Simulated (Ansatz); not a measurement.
# Si (Fd-3m) in Ansatz: notebook, part 3 of 3

Ansatz 0.2.0. Earlier steps stand in the parts before.

**6. Relaxation of cell and atoms, RPBE**

Contents of input.yaml:

```yaml
crystal:
  lattice:
    - [0.0, 2.7218511865, 2.7218511865]
    - [2.7218511865, 0.0, 2.7218511865]
    - [2.7218511865, 2.7218511865, 0.0]
  atoms:
    - { symbol: Si, position: [0.5, 0.5, 0.5] }
    - { symbol: Si, position: [0.75, 0.75, 0.75] }
hamiltonian:
  xc: rpbe
  pseudopotentials: { kind: paw }
kpoints:
  mp_grid: { grid: [8, 8, 8] }
scf:
  occupations: { method: fermi_dirac, width: 0.05 }
output:
  forces: true
  stress: true
  write_density: true
  write_potential: true
  elf: true
  volumetric_format: npy
relax:
  f_tol: 0.01
  max_steps: 40
  cell: { stress_tol: 0.05 }
```

Potentials or basis: Ansatz PAW.

Command:

```
$ ansatz run input.yaml --threads 2 --pin off --max-ram 5632MiB --backend cpu --events-out ev --progress --plain --runs-dir out
```

The program printed:

```text
Warning: RAYON_NUM_THREADS=2 ignored (pool sized by the plan → 2); use --threads N
Engine: ansatz 0.2.0, x86_64-unknown-linux-gnu
Pseudopotentials: kind: paw
Pseudopotential: Si, paw, valence charge 4, recommended cutoff 420 eV (normal), Si.paw.azcp
Functional definition: RPBE
  parameter kappa = 0.804
  parameter beta = 0.06672455060314922
  exchange = rpbe_x(kappa = kappa, mu = beta*pi^2/3)
  correlation = pbe_c(beta = beta)
Crystal: 2 atoms, lattice volume = 40.330 Å³
Basis set: ecut = 420 eV, 749 PW (Γ), exchange–correlation on 54×54×54 points (8 copies of the dense FFT grid, shifted against one another)
Bands: 8, of which v1, the nominal top of the filled ones, is band 4 counted from 1 (3 counted from 0)
Symmetry: 48 space group operations
Space group: Fd-3m (ITA 227), of the structure as read, at distance tolerance 3.4e-5 Å
k-points: 29 of 512
Non-local potential: Si, projectors of the file, l = 0: 2, l = 1: 2, l = 2: 2
PAW form: soft (Blöchl's): semilocal exchange-correlation on the pseudo side does not see the compensation charge
PAW frozen core: Si, regenerated for the run's functional, and the local potential with it (the file was generated under x = pbe(κ = 0.804, μ = 0.2195149727645171), c = pbe(β = 0.06672455060314922))
PAW one-centre angular grid: Si, 110 points (default); XC on 64 Gauss nodes
Initial density: superposition of atomic densities (neutral atoms: chi_scale 0, normalization atom), corrected by the library's trained network
Initial wavefunctions: pseudopotential atomic-orbital guess
Functional: x = rpbe, c = pbe(β = 0.06672455060314922)
SCF iter   1: F=—  HF=-1277.792469 eV  |F-HF|=—  |Δ(HF+E_count)|=         —  Δρ=1.49e-3  dr2=6.31e-4  ethr=1.77e-3  ⟨swp⟩=5.9  Hψ=2032  notcnv=0
preconditioner: auto → none  [insulator: Δε(μ)=0.670 eV  Ē_g=9.476 eV  σ=0.050 eV  W_gap=1.00  n_scr=8 (ndim 8)  ℏωp=16.5 eV  f_vac=0.000  D(μ)=0.00/eV (n_scr^D=0)  ε∞_Penn≈4.0]
SCF iter   2: F=—  HF=-1277.792822 eV  |F-HF|=—  |Δ(HF+E_count)|=   3.53e-4  Δρ=6.62e-4  dr2=9.20e-5  ethr=7.89e-6  ⟨swp⟩=2.3  Hψ=587  notcnv=0
SCF iter   3: F=—  HF=-1277.792922 eV  |F-HF|=—  |Δ(HF+E_count)|=   1.00e-4  Δρ=1.40e-4  dr2=4.47e-6  ethr=1.15e-6  ⟨swp⟩=2.2  Hψ=343  notcnv=0
SCF iter   4: F=—  HF=-1277.792935 eV  |F-HF|=—  |Δ(HF+E_count)|=   1.28e-5  Δρ=1.73e-5  dr2=1.46e-7  ethr=5.59e-8  ⟨swp⟩=2.0  Hψ=351  notcnv=0
iter 5 did not close the SCF: its close was put off for the readings that it lacked (scf_convergence_deferred on its scf_iter line)
SCF iter   5: F=-1277.792935 eV  HF=-1277.792935 eV  |F-HF|=1.73e-9  |Δ(HF+E_count)|=   3.54e-7  Δρ=1.20e-6  dr2=2.95e-10  ethr=1.83e-9  ⟨swp⟩=2.0  Hψ=351  notcnv=0
SCF iter   6: F=-1277.792935 eV  HF=-1277.792935 eV  |F-HF|=9.32e-12  |Δ(HF+E_count)|=   2.48e-9  Δρ=1.73e-7  dr2=5.54e-12  ethr=3.69e-12  ⟨swp⟩=4.8  Hψ=1095  notcnv=0
SCF 1 converged in 6 iterations: F = -1277.792935 eV  dr2 = 5.54e-12
relax step   1: F+E_penalty+E_count = -1277.79293500 eV  Δ(F+E_penalty+E_count) = +0.000e0 eV  max|allowed force component| = 9.252e-18 eV/Å  Δτ_max = 0.0000 Å  P = +2.930 GPa  Ω = 40.330 Å³  (6 SCF iters, accepted)
Crystal: 2 atoms, lattice volume = 41.312 Å³
Basis set: ecut = 420 eV, 869 PW (Γ), exchange–correlation on 54×54×54 points (8 copies of the dense FFT grid, shifted against one another)
Initial density: handed on by an earlier stage of this run
Initial wavefunctions: those handed on with the density
iter 1 solved again at ethr=1.11e-5 eV; its pass at ethr=3.10e-3 eV (dr2=8.89e-4 eV) is discarded
SCF iter   1: F=—  HF=-1277.803959 eV  |F-HF|=—  |Δ(HF+E_count)|=         —  Δρ=1.28e-3  dr2=9.18e-4  ethr=1.11e-5  ⟨swp⟩=2.3  Hψ=2174  notcnv=0
preconditioner: auto → none  [insulator: Δε(μ)=0.720 eV  Ē_g=9.364 eV  σ=0.050 eV  W_gap=1.00  n_scr=8 (ndim 8)  ℏωp=16.3 eV  f_vac=0.000  D(μ)=0.00/eV (n_scr^D=0)  ε∞_Penn≈4.0]
SCF iter   2: F=—  HF=-1277.803802 eV  |F-HF|=—  |Δ(HF+E_count)|=   1.57e-4  Δρ=5.44e-4  dr2=1.53e-4  ethr=1.11e-5  ⟨swp⟩=1.1  Hψ=237  notcnv=0
SCF iter   3: F=—  HF=-1277.803790 eV  |F-HF|=—  |Δ(HF+E_count)|=   1.18e-5  Δρ=5.50e-5  dr2=9.43e-7  ethr=1.92e-6  ⟨swp⟩=2.3  Hψ=352  notcnv=0
SCF iter   4: F=-1277.803793 eV  HF=-1277.803793 eV  |F-HF|=8.06e-8  |Δ(HF+E_count)|=   2.31e-6  Δρ=7.42e-6  dr2=2.34e-8  ethr=2.50e-9  ⟨swp⟩=8.8  Hψ=1240  notcnv=0
SCF 2 converged in 4 iterations: F = -1277.803793 eV  dr2 = 2.34e-8
relax step   2: F+E_penalty+E_count = -1277.80379288 eV  Δ(F+E_penalty+E_count) = -1.086e-2 eV  max|allowed force component| = 6.939e-17 eV/Å  Δτ_max = 0.0000 Å  P = +0.691 GPa  Ω = 41.312 Å³  energy of the carried Pulay correction = -1.066e-4 eV  (4 SCF iters, dr2 threshold 2.00e-7 eV, accepted)
Crystal: 2 atoms, lattice volume = 41.625 Å³
iter 1 solved again at ethr=1.08e-6 eV; its pass at ethr=3.10e-3 eV (dr2=8.61e-5 eV) is discarded
SCF iter   1: F=—  HF=-1277.804493 eV  |F-HF|=—  |Δ(HF+E_count)|=         —  Δρ=3.96e-4  dr2=8.97e-5  ethr=1.08e-6  ⟨swp⟩=2.5  Hψ=2122  notcnv=0
preconditioner: auto → none  [insulator: Δε(μ)=0.736 eV  Ē_g=9.330 eV  σ=0.050 eV  W_gap=1.00  n_scr=8 (ndim 8)  ℏωp=16.3 eV  f_vac=0.000  D(μ)=0.00/eV (n_scr^D=0)  ε∞_Penn≈4.0]
SCF iter   2: F=—  HF=-1277.804465 eV  |F-HF|=—  |Δ(HF+E_count)|=   2.83e-5  Δρ=1.69e-4  dr2=1.50e-5  ethr=1.08e-6  ⟨swp⟩=1.1  Hψ=239  notcnv=0
SCF iter   3: F=-1277.804465 eV  HF=-1277.804465 eV  |F-HF|=2.09e-7  |Δ(HF+E_count)|=   6.97e-7  Δρ=1.72e-5  dr2=9.74e-8  ethr=2.50e-9  ⟨swp⟩=6.8  Hψ=1336  notcnv=0
SCF 3 converged in 3 iterations: F = -1277.804465 eV  dr2 = 9.74e-8
relax step   3: F+E_penalty+E_count = -1277.80446541 eV  Δ(F+E_penalty+E_count) = -6.725e-4 eV  max|allowed force component| = 3.123e-17 eV/Å  Δτ_max = 0.0000 Å  P = +0.035 GPa  Ω = 41.625 Å³  energy of the carried Pulay correction = -1.400e-4 eV  (3 SCF iters, dr2 threshold 2.00e-7 eV, accepted)
Initial wavefunctions: pseudopotential atomic-orbital guess (no wavefunctions were taken with the density)
iter 1 solved again at ethr=1.02e-7 eV; its pass at ethr=3.10e-3 eV (dr2=8.15e-6 eV) is discarded
SCF iter   1: F=—  HF=-1277.804648 eV  |F-HF|=—  |Δ(HF+E_count)|=         —  Δρ=2.49e-5  dr2=1.09e-7  ethr=1.02e-7  ⟨swp⟩=3.0  Hψ=2747  notcnv=0
preconditioner: auto → none  [insulator: Δε(μ)=0.738 eV  Ē_g=9.330 eV  σ=0.050 eV  W_gap=1.00  n_scr=8 (ndim 8)  ℏωp=16.3 eV  f_vac=0.000  D(μ)=0.00/eV (n_scr^D=0)  ε∞_Penn≈4.0]
SCF iter   2: F=—  HF=-1277.804634 eV  |F-HF|=—  |Δ(HF+E_count)|=   1.38e-5  Δρ=1.33e-5  dr2=3.56e-8  ethr=1.36e-9  ⟨swp⟩=2.4  Hψ=338  notcnv=0
SCF iter   3: F=—  HF=-1277.804635 eV  |F-HF|=—  |Δ(HF+E_count)|=   2.31e-7  Δρ=9.15e-7  dr2=1.34e-10  ethr=4.45e-10  ⟨swp⟩=2.0  Hψ=349  notcnv=0
SCF iter   4: F=-1277.804635 eV  HF=-1277.804635 eV  |F-HF|=8.30e-11  |Δ(HF+E_count)|=  8.21e-10  Δρ=2.83e-7  dr2=1.49e-11  ethr=1.00e-12  ⟨swp⟩=6.7  Hψ=1115  notcnv=0
SCF 4 converged in 4 iterations: F = -1277.804635 eV  dr2 = 1.49e-11
relax step   4: F+E_penalty+E_count = -1277.80463458 eV  Δ(F+E_penalty+E_count) = -1.692e-4 eV  max|allowed force component| = 6.014e-17 eV/Å  Δτ_max = 0.0000 Å  P = +0.043 GPa  Ω = 41.625 Å³  stress off target by 4.32e-2 GPa  SCF on the basis re-selected at this cell (its energy is not comparable with the rows above)  (4 SCF iters)
basis re-selected at this cell: Δ(F+E_penalty+E_count) = -1.692e-4 eV, ΔP = +0.009 GPa vs the last step (what re-selecting the basis moved, of the pressure what is left beyond the Pulay correction that the steps carried, after the strain that the cell walked since its last selection, with what the two solves' SCF thresholds leave and, on support functions, any second-order correction that the steps lacked; it is no measure of the basis error at this ecutwfc). This SCF's stress stands 4.32e-2 GPa from its target on what of the cell is left free (relax.cell.stress_tol is 5.00e-2 GPa) and its largest allowed force component is 6.01e-17 eV/Å (relax.f_tol is 1.00e-2 eV/Å): within both
SCF converged after 4 iterations
Free energy (F): -1277.804635 eV
Harris-Foulkes:  -1277.804635 eV  (|F-HF|=8.30e-11)
Internal energy: -1277.804625 eV  (E = F + TS)
E sigma→0 (E₀):  -1277.804630 eV
Entropy (-TS):   -0.000010 eV (-0.005 meV/atom)
Fermi energy:    6.259677 eV
--- Per-component energies (eV) ---
  E_band       = 7.746259
  E_kinetic    = 79.600967
  E_local      = -56.172698  (includes V_loc(G=0)·N_el)
  E_nonlocal   = 50.409769
  E_hartree    = 15.406392
  E_xc         = -110.056505
  E_vxc        = -92.591432  (∫ρ·V_xc dr)
  E_paw        = -1031.348939  (= ΣΔE_a)
  E_vpaw       = -4.313151  (= ΣTr[D̂ρ^β])
  E_aug_tail   = 0.000014  (compensation charges beyond the density's cutoff)
  E_ewald      = -225.595657
  E_core_change = -0.047966  (= ΣΔE_core)
  E_smearing   = -0.000010  (= −TS)
  E_closure    = -0.000000  (closes the sum)
  Σ components = -1277.804635   (vs F -1277.804635, Δ=0.00e0)
--- Forces (eV/Å), atoms counted from 1 ---
  atom   1  Si     0.00000000    -0.00000000    -0.00000000
  atom   2  Si    -0.00000000     0.00000000     0.00000000
  max |Σ_I F_I| component: 8.33e-17 eV/Å
--- Stress (GPa, compression-positive) ---
        0.043227      -0.000000      -0.000000
       -0.000000       0.043227      -0.000000
       -0.000000      -0.000000       0.043227
  P = ⅓ Tr σ = 0.0432 GPa (0.432 kbar)
--- Band table (eV; the first three rows and the last of 29) ---
  k-point 0: bands = ["-5.7722", "5.9102", "5.9102", "5.9102", "8.4623", "8.4623", "8.4623", "8.9542"]
  k-point 1: bands = ["-5.5749", "4.3346", "5.6317", "5.6317", "8.3419", "8.8719", "8.8719", "10.3732"]
  k-point 2: bands = ["-5.0003", "2.0697", "5.1734", "5.1734", "7.8713", "9.3925", "9.3925", "12.6070"]
  k-point 28: bands = ["-1.6225", "-1.6225", "2.2353", "2.2353", "10.2343", "10.2343", "10.8124", "10.8124"]
--- Relaxed structure (3 steps of the walk, 3 accepted, 1 SCFs on fresh bases) ---
  F+E_penalty+E_count = -1277.80463458 eV   max|allowed force component| = 6.014e-17 eV/Å   (the final SCF, on the basis selected at the relaxed cell)
  cell:  # Å, volume = 41.6251 Å³
    - [4.0762976263164716e-34, 2.7506906104323505, 2.7506906104323505]
    - [2.7506906104323505, -1.2738430082238973e-34, 2.7506906104323505]
    - [2.7506906104323505, 2.7506906104323505, -3.0572232197373543e-34]
  atoms:
    - { symbol: Si, position: [0.5, 0.5, 0.5] }
    - { symbol: Si, position: [0.75, 0.75, 0.75] }
```

rho_z.tsv:

```text
# z_ang	rho[e/angstrom^3]
# format = ansatz-planar-average/11
# lattice	0.000000000	2.750690610	2.750690610
# lattice	2.750690610	-0.000000000	2.750690610
# lattice	2.750690610	2.750690610	-0.000000000
# sites	2
# site	14	2.750690610	2.750690610	2.750690610
# site	14	4.126035916	4.126035916	4.126035916
0.000000	1.346347e-1
0.144076	1.258155e-1
0.288153	1.194798e-1
0.432229	1.163729e-1
0.576306	1.168223e-1
0.720382	1.207829e-1
[... 19 lines left out ...]
3.601911	1.563400e-1
3.745988	1.449704e-1
```

v_z.tsv:

```text
# z_ang	v_es[eV]	v_tot[eV]
# format = ansatz-planar-average/11
# xc	rpbe
# density_cutoff_ev	1680
# datasets	Si=:simpson_from_first_knot:soft:shift=726577
# lattice	0.000000000	2.750690610	2.750690610
# lattice	2.750690610	-0.000000000	2.750690610
# lattice	2.750690610	2.750690610	-0.000000000
# sites	2
# site	14	2.750690610	2.750690610	2.750690610
# site	14	4.126035916	4.126035916	4.126035916
0.000000	6.289089e0	-1.265645e0
0.144076	7.183007e0	-8.176466e-2
0.288153	7.732173e0	6.641675e-1
0.432229	7.988632e0	1.019303e0
0.576306	7.952171e0	9.679875e-1
0.720382	7.622374e0	5.143890e-1
[... 19 lines left out ...]
3.601911	3.355105e0	-4.969928e0
3.745988	4.973904e0	-2.923474e0
```

Wall time 3.3 s (2 threads of Intel Xeon at 2.70GHz, shared host); peak memory 0.32 GiB.

What came out:

* Free energy: -1277.8046 eV
* Relaxed volume: 20.81 Å³/atom
* Relaxed cell: a = 3.890 Å, b = 3.890 Å, c = 3.890 Å, α = 60.00°, β = 60.00°, γ = 60.00°
* Space group after relaxing (to 0.05 Å): Fd-3m (No. 227)
* Energy gained by relaxing: 5.8 meV/atom
* Ionic steps: 4
* Pressure after relaxing: 0.0 GPa
* Band gap on the k mesh: 0.74 eV, indirect (least direct gap 2.55 eV)

The path:
| step | energy change (eV) | largest force (eV/Å) | volume (Å³) |
| --- | --- | --- | --- |
| 1 | 0.0000 | 0.0000 | 40.33 |
| 2 | -0.0109 | 0.0000 | 41.31 |
| 3 | -0.0115 | 0.0000 | 41.63 |
| 4 | -0.0117 | 0.0000 | 41.63 |

Final structure:
```
Si
1.0
     0.00000    2.75069    2.75069
     2.75069    0.00000    2.75069
     2.75069    2.75069    0.00000
Si
2
Direct
  0.50000 0.50000 0.50000
  0.75000 0.75000 0.75000
```

Caveat: the plane-wave basis is chosen anew once the cell has moved, so the energies of steps on either side of that aren't comparable; the PAW data sets come from PBE, with cores solved anew for the run's functional, which leaves a small shift of forces and pressure.

**7. Overview**

| level | gap on the mesh (eV) | pressure (GPa) | relaxed volume (Å³/atom) |
| --- | --- | --- | --- |
| PBEsol+D3(BJ) | 0.48 | 0.0 | 19.63 |
| PBEsol+D4 | 0.49 | 0.0 | 19.77 |
| RPBE+D3(BJ) | 0.53 | 0.0 | 18.58 |
| PBEsol | 0.51 | 0.0 | 20.06 |
| RPBE | 0.74 | 0.0 | 20.81 |

Alike in all rows: task relaxation of cell and atoms; potentials or basis Ansatz PAW; no spin polarisation; cell relaxed; k mesh 8 × 8 × 8; cutoff (eV) 420; smearing fermi-dirac 0.05 eV.

Caveats: the plane-wave basis is chosen anew once the cell has moved, so the energies of steps on either side of that aren't comparable; the PAW data sets come from PBE, with cores solved anew for the run's functional, which leaves a small shift of forces and pressure.

Total energies depend on the potentials used, so only differences within one code and one set of settings carry meaning.
